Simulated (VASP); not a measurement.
# Te (P3_121) in VASP: further runs, part 3 of 3

VASP 6.6.1. Earlier steps stand in the parts before.

### 5 Band structure, HSE03

File POSCAR:

```
Te
1.0
    4.4540000000      0.0000000000      0.0000000000
   -2.2270000000      3.8572771485      0.0000000000
    0.0000000000      0.0000000000      5.9240000000
Te
3
Direct
    0.7310000000      0.7310000000      0.0000000000
    0.0000000000      0.2690000000      0.6666666667
    0.2690000000      0.0000000000      0.3333333333
```

File INCAR.step1:

```
  PREC = Accurate
  ENCUT = 520
  EDIFF = 1E-5
  ISMEAR = 0
  SIGMA = 0.02
  LREAL = False
  LASPH = True
  NELM = 100
  ALGO = Normal
  ISIF = 2
  LWAVE = True
  LCHARG = False
  GGA = PE
  KPAR = 4
```

File INCAR.step2:

```
  PREC = Accurate
  ENCUT = 520
  EDIFF = 1E-6
  ISMEAR = 0
  SIGMA = 0.02
  LREAL = False
  LASPH = True
  NELM = 100
  ALGO = Normal
  ISIF = 2
  LWAVE = False
  LCHARG = False
  GGA = PE
  LHFCALC = True
  HFSCREEN = 0.3
  PRECFOCK = Fast
  ISTART = 1
  KPAR = 4
```

File KPOINTS:

```
regular mesh
0
Gamma
  6 6 4
```

File KPOINTS_OPT:

```
path GMKGALHA,LM,KH
10
line-mode
reciprocal
 0.0000000000  0.0000000000  0.0000000000  G
 0.5000000000  0.0000000000  0.0000000000  M

 0.5000000000  0.0000000000  0.0000000000  M
 0.3333333333  0.3333333333  0.0000000000  K

 0.3333333333  0.3333333333  0.0000000000  K
 0.0000000000  0.0000000000  0.0000000000  G

 0.0000000000  0.0000000000  0.0000000000  G
 0.0000000000  0.0000000000  0.5000000000  A

 0.0000000000  0.0000000000  0.5000000000  A
 0.5000000000  0.0000000000  0.5000000000  L

 0.5000000000  0.0000000000  0.5000000000  L
 0.3333333333  0.3333333333  0.5000000000  H

 0.3333333333  0.3333333333  0.5000000000  H
 0.0000000000  0.0000000000  0.5000000000  A

 0.5000000000  0.0000000000  0.5000000000  L
 0.5000000000  0.0000000000  0.0000000000  M

 0.3333333333  0.3333333333  0.0000000000  K
 0.3333333333  0.3333333333  0.5000000000  H
```

Potentials or basis: VASP PAW PBE potentials, release 64 (Te).

Run with:

```sh
$ cat potpaw_PBE.64/Te/POTCAR > POTCAR
$ cp INCAR.step1 INCAR
$ mpirun -np 4 vasp_std > vasp.out
$ cp INCAR.step2 INCAR
$ mpirun -np 4 vasp_std > vasp.out
```

OUTCAR:

```text
PREC = Accurate
   ENCUT = 520
   EDIFF = 1E-6
   ISMEAR = 0
   LREAL = False
   LASPH = True
   NELM = 100
   ISIF = 2
   GGA = PE
   LHFCALC = True
   HFSCREEN = 0.3
   PRECFOCK = Fast
   ISTART = 1

 ion  position               nearest neighbor table
   1  0.731  0.731  0.000-   3 2.86   2 2.86   3 3.47   2 3.47   2 3.47   3 3.47
   2  0.000  0.269  0.667-   1 2.86   3 2.86   1 3.47   1 3.47   3 3.47   3 3.47
   3  0.269  0.000  0.333-   1 2.86   2 2.86   1 3.47   1 3.47   2 3.47   2 3.47

  LATTYP: Found a hexagonal cell.
 ALAT       =     4.4540000000
 C/A-ratio  =     1.3300404131

  Lattice vectors:

 A1 = (   4.4540000000,   0.0000000000,   0.0000000000)
 A2 = (  -2.2270000000,   3.8572771485,   0.0000000000)
 A3 = (   0.0000000000,   0.0000000000,   5.9240000000)

Analysis of symmetry for initial positions (statically):
=====================================================================
 Subroutine PRICEL returns:
 Original cell was already a primitive cell.

 Routine SETGRP: Setting up the symmetry group for a
 hexagonal supercell.
[... 192 lines left out ...]
      4       2.3754      2.00000
      5       2.7498      2.00000
      6       2.7498      2.00000
      7       3.8180      2.00000
      8       3.8180      2.00000
      9       4.6984      2.00000
     10       7.0297      0.00000
     11       7.0297      0.00000
     12       7.7024      0.00000
     13      11.1148      0.00000
[... 354 lines left out ...]
  band No.  band energies     occupation
      1      -7.1068      2.00000
      2      -7.1068      2.00000
      3      -5.2392      2.00000
      4       0.0563      2.00000
      5       0.2113      2.00000
      6       0.2113      2.00000
      7       4.5985      2.00000
      8       5.6578      2.00000
      9       5.6578      2.00000
     10       6.1267      0.00000
     11       7.3811      0.00000
     12       7.3811      0.00000
     13      12.1010      0.00000

------------------------ aborting loop because EDIFF is reached ----------------------------------------

  FORCE on cell =-STRESS in cart. coord.  units (eV):
  Direction    XX          YY          ZZ          XY          YZ          ZX
  --------------------------------------------------------------------------------------
  -------------------------------------------------------------------------------------
  Total       -0.1571131     -0.1571131     -0.6470844      0.0000000      0.0000000      0.0000000
  in kB       -2.4732997     -2.4732997    -10.1865092      0.0000000      0.0000000      0.0000000
  external PRESSURE =      -5.0443696 kB  Pullay stress =       0.0000000 kB

 VOLUME and BASIS-vectors are now :
 -----------------------------------------------------------------------------
  energy-cutoff  :      520.00
  volume of cell :      101.78
      direct lattice vectors                 reciprocal lattice vectors
     4.454000000  0.000000000  0.000000000     0.224517288  0.129625117  0.000000000
    -2.227000000  3.857277149  0.000000000     0.000000000  0.259250233  0.000000000
     0.000000000  0.000000000  5.924000000     0.000000000  0.000000000  0.168804862

 POSITION                                       TOTAL-FORCE (eV/Angst)
 -----------------------------------------------------------------------------------
      1.62794      2.81967      0.00000         0.121584      0.210590      0.000000
     -0.59906      1.03761      3.94933         0.121584     -0.210590     -0.000000
      1.19813      0.00000      1.97467        -0.243168     -0.000000      0.000000
 -----------------------------------------------------------------------------------
    total drift:                                0.000000      0.000001      0.000000

  FREE ENERGIE OF THE ION-ELECTRON SYSTEM (eV)
  ---------------------------------------------------
  free  energy   TOTEN  =       -11.3810730932 eV

  energy  without entropy=      -11.3810730932  energy(sigma->0) =      -11.38107309
```

OUTCAR.step1:

```text
PREC = Accurate
   ENCUT = 520
   EDIFF = 1E-5
   ISMEAR = 0
   LREAL = False
[... 611 lines left out ...]
      1.62794      2.81967      0.00000        -0.075472     -0.130722      0.000000
     -0.59906      1.03761      3.94933        -0.075472      0.130722     -0.000000
      1.19813      0.00000      1.97467         0.150945      0.000000     -0.000000
 -----------------------------------------------------------------------------------
    total drift:                                0.000000     -0.000000      0.000000

  FREE ENERGIE OF THE ION-ELECTRON SYSTEM (eV)
  ---------------------------------------------------
  free  energy   TOTEN  =        -9.4122548737 eV

  energy  without entropy=       -9.4122548737  energy(sigma->0) =       -9.41225487
```

OSZICAR.step1:

```text
N       E                     dE             d eps       ncg     rms          rms(c)
DAV:   1     0.828352026912E+02    0.82835E+02   -0.67121E+03   624   0.112E+03
DAV:   2    -0.369782814203E+01   -0.86533E+02   -0.82854E+02   815   0.159E+02
DAV:   3    -0.931855487660E+01   -0.56207E+01   -0.55783E+01   754   0.469E+01
DAV:   4    -0.942806342805E+01   -0.10951E+00   -0.10942E+00   788   0.771E+00
DAV:   5    -0.942975013052E+01   -0.16867E-02   -0.16867E-02   762   0.899E-01    0.123E+01
DAV:   6    -0.941465870164E+01    0.15091E-01   -0.19543E-02   674   0.960E-01    0.777E+00
DAV:   7    -0.941283628561E+01    0.18224E-02   -0.40914E-02   649   0.142E+00    0.309E-01
DAV:   8    -0.941218135015E+01    0.65494E-03   -0.75750E-03   634   0.559E-01    0.153E-01
DAV:   9    -0.941221655455E+01   -0.35204E-04   -0.21450E-04   845   0.112E-01    0.113E-01
DAV:  10    -0.941226092416E+01   -0.44370E-04   -0.59076E-05   634   0.548E-02    0.262E-02
DAV:  11    -0.941225487374E+01    0.60504E-05   -0.20477E-05   437   0.321E-02
   1 F= -.94122549E+01 E0= -.94122549E+01  d E =-.114669E-10
```

It took 19 min on 4 MPI ranks of Intel Xeon Platinum 8488C (Sapphire Rapids), shared host; peak memory 0.45 GiB.

Results:

```yaml
Free_energy: -11.3811 eV
Pressure: -0.5 GPa
Largest_force: 0.243 eV/Å
Band_gap_on_the_k_mesh: 0.47 eV, direct
Band_gap_along_the_path: 0.45 eV, indirect (least direct gap 0.47 eV)
```

Forces on the atoms (eV/Å):
```
Te   0.122  0.211  0.000
Te   0.122 -0.211  0.000
Te  -0.243  0.000  0.000
```

Levels at the corners of the path, in eV from the valence-band top:
```
point  band 6  band 7  band 8  band 9  band 10  band 11  band 12  band 13
    Γ   -2.93   -1.86   -1.86   -0.98     1.35     1.35     2.03     5.44
    M   -3.92   -3.83   -1.11   -0.91     1.15     1.24     3.32     4.28
    M   -3.92   -3.83   -1.11   -0.91     1.15     1.24     3.32     4.28
    K   -3.34   -3.34   -3.14   -2.96     3.33     3.33     3.67     5.33
    K   -3.34   -3.34   -3.14   -2.96     3.33     3.33     3.67     5.33
    Γ   -2.93   -1.86   -1.86   -0.98     1.35     1.35     2.03     5.44
    Γ   -2.93   -1.86   -1.86   -0.98     1.35     1.35     2.03     5.44
    A   -2.88   -1.52   -1.17   -1.17     0.76     0.80     0.80     4.45
    A   -2.88   -1.52   -1.17   -1.17     0.76     0.80     0.80     4.45
    L   -3.91   -2.66   -2.32   -0.22     1.05     2.36     3.00     5.04
    L   -3.91   -2.66   -2.32   -0.22     1.05     2.36     3.00     5.04
    H   -5.47   -1.08   -0.02   -0.02     0.45     1.70     1.70     6.43
    H   -5.47   -1.08   -0.02   -0.02     0.45     1.70     1.70     6.44
    A   -2.88   -1.52   -1.17   -1.17     0.76     0.80     0.80     4.45
    L   -3.91   -2.66   -2.32   -0.22     1.05     2.36     3.00     5.04
    M   -3.92   -3.83   -1.11   -0.91     1.15     1.24     3.32     4.28
    K   -3.34   -3.34   -3.14   -2.96     3.33     3.33     3.67     5.33
    H   -5.47   -1.08   -0.02   -0.02     0.45     1.70     1.70     6.42
```

Caveat: the PAW data sets were made with another functional, which shifts forces and pressure a little; spin-orbit coupling is left out, which moves the levels of the heavy elements.

### 6 The reference run

An earlier run on the cell as given: functional PBEsol; potentials or basis VASP PAW PBE potentials, release 64 (Te); cutoff 520 eV; k mesh 7 × 7 × 5; occupations fermi-dirac, width 0.05 eV; no spin polarisation.

- Pressure: -0.9 GPa
- Largest force: 0.126 eV/Å
- Band gap on the k mesh: 0.59 eV, indirect (least direct gap 0.76 eV)

### 7 Overview

| task | level | potentials or basis | k mesh | cutoff (eV) | smearing | ladder | GW scheme | GW iterations | cutoff of the response function | frequency points | mesh quality | gap on the mesh (eV) | pressure (GPa) | largest force (eV/Å) |
| --- | --- | --- | --- | --- | --- | --- | --- | --- | --- | --- | --- | --- | --- | --- |
| evGW0 quasiparticle levels | PBE | VASP PAW PBE potentials, release 64 (Te_GW) | 4 × 4 × 2 | 500 | gaussian 0.01 eV | free | evGW0 | 4 | 120 | 50 | coarse | - | - | - |
| G0W0 quasiparticle levels | LDA | VASP PAW LDA potentials, release 64 (Te_GW) | 4 × 4 × 3 | 450 | gaussian 0.01 eV | - | G0W0 | 1 | 150 | 48 | not flagged | - | - | - |
| band structure | HSE06 | VASP PAW PBE potentials, release 64 (Te) | 6 × 6 × 4 | 520 | gaussian 0.02 eV | gaps | - | - | - | - | not flagged | 0.59 | -0.8 | 0.33 |
| band structure | HSE03 | VASP PAW PBE potentials, release 64 (Te) | 6 × 6 × 4 | 520 | gaussian 0.02 eV | gaps | - | - | - | - | not flagged | 0.47 | -0.5 | 0.24 |
| single point | PBEsol | VASP PAW PBE potentials, release 64 (Te) | 7 × 7 × 5 | 520 | fermi-dirac 0.05 eV | free | - | - | - | - | not flagged | 0.59 | -0.9 | 0.13 |

Alike in all rows: no spin polarisation; cell as given.

Caveats: some runs use coarse meshes; spin-orbit coupling is left out, which moves the levels of the heavy elements; the PAW data sets were made with another functional, which shifts forces and pressure a little (some runs); bands, screening cutoff and mesh are small and nothing is extrapolated, so the quasiparticle values aren't converged (some runs); an odd mesh through Γ misses points on the zone boundary, where band edges often lie (some runs).

Total energies depend on the potentials used, so only differences within one code and one set of settings carry meaning.
